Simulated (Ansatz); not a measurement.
# Li (hcp type): how the settings move a single-point run

How sensitive is a single-point run of Li (hcp type) to its settings? A reference run comes first, then two runs with altered input.

Computed with Ansatz 0.2.0 (reference: DFT, PBE, all-electron PAW with datasets made for the crystal, scalar-relativistic, unless a step's input says otherwise).

1 further run of the same task is left out (set aside as unsound or not needed). Runs told in other sessions of the task aren't counted.

## (1) The structure to begin with

Symmetry: C2/m, No. 12, monoclinic system. Conventional cell: a = 5.308 Å, b = 3.065 Å, c = 4.965 Å, α = 90.00°, β = 90.00°, γ = 90.00°. Li (site symmetry m) is surrounded by 10 Li at 2.68 to 3.19 Å.

Coordinates:

```cif
data_structure
_symmetry_space_group_name_H-M 'C2/m'
_symmetry_Int_Tables_number 12
_cell_length_a 5.3081
_cell_length_b 3.0646
_cell_length_c 4.9647
_cell_angle_alpha 90.000
_cell_angle_beta 90.000
_cell_angle_gamma 90.000
_cell_volume 80.76
loop_
_atom_site_label
_atom_site_type_symbol
_atom_site_symmetry_multiplicity
_atom_site_Wyckoff_symbol
_atom_site_fract_x
_atom_site_fract_y
_atom_site_fract_z
_atom_site_occupancy
Li1 Li 4 i 0.14667 0.50000 0.22000 1
```

## (2) Baseline

input.yaml

```yaml
crystal:
  lattice:
    - [3.0646488937, 0.0, 0.0]
    - [-1.5323244468, 2.6540637956, 0.0]
    - [0.0, 0.0, 4.9647312077]
  atoms:
    - { symbol: Li, position: [0.2933333333, 0.6466666667, 0.22] }
    - { symbol: Li, position: [0.7066666667, 0.3533333333, 0.78] }
kpoints:
  mp_grid: { grid: [11, 11, 6] }
scf:
  occupations: { method: fermi_dirac, width: 0.05 }
hamiltonian:
  xc: pbe
  pseudopotentials: { kind: all_electron, datasets: crystal }
output:
  forces: true
  stress: true
  eigenvalues: true
  efg: { contact_densities: true }
```

Command:

```bash
$ ansatz run input.yaml --threads 1 --pin off --max-ram 2048MiB --backend cpu --events-out ev --progress --plain --runs-dir out
```

## (3) Changing settings: mp_grid.grid [4, 4, 2]

Changes to input.yaml since step 2:

```diff
@@ -9,3 +9,3 @@
 kpoints:
-  mp_grid: { grid: [11, 11, 6] }
+  mp_grid: { grid: [4, 4, 2] }
 scf:
```

## (4) Changing settings: mp_grid.shift [0.5, 0.5, 0.5], lower_state_search light

Changes to input.yaml since step 2:

```diff
@@ -9,5 +9,6 @@
 kpoints:
-  mp_grid: { grid: [11, 11, 6] }
+  mp_grid: { grid: [11, 11, 6], shift: [0.5, 0.5, 0.5] }
 scf:
   occupations: { method: fermi_dirac, width: 0.05 }
+  lower_state_search: light
 hamiltonian:
```

Before running it: what results should come out? Wanted: for each run, ending; energy change; pressure; gap; force.

**Answer**, as computed:

| run | ending | energy change | pressure (GPa) | gap (eV) | force (eV/Å) | cycles | time |
| --- | --- | --- | --- | --- | --- | --- | --- |
| reference | converged | 0 | 0.5 | 0.00 | 0.40 | 6 | 1.3 s |
| 1: mp_grid.grid [4, 4, 2] | converged | -2.6 meV/atom | 0.3 | 0.00 | 0.43 | 6 | 0.32 s |
| 2: mp_grid.shift [0.5, 0.5, 0.5], lower_state_search light | converged | -2.5 meV/atom | 0.5 | 0.00 | 0.41 | 6 | 2.3 s |

Residual by cycle in the longest SCF loop of each run; runs are numbered as in the table. The quantity is the density residual dr2, in eV.

```
cycle  reference   run 1    run 2
    1      0.138   0.112    0.135
    2     0.0478  0.0386   0.0449
    3    0.00144  5.7e-4  0.00107
    4     1.6e-4  2.4e-5   1.1e-4
    5     2.5e-6  9.7e-7   1.2e-6
    6     3.9e-8  2.5e-8   3.0e-8
```

**Reading.** Of the converged runs whose energies compare with the reference's, «mp_grid.grid [4, 4, 2]» moves the energy most (-2.6 meV/atom) and «mp_grid.shift [0.5, 0.5, 0.5], lower_state_search light» least (-2.5 meV/atom). Of the variants the dearest is «mp_grid.shift [0.5, 0.5, 0.5], lower_state_search light» (2.3 s), the cheapest «mp_grid.grid [4, 4, 2]» (0.32 s), on a shared host.
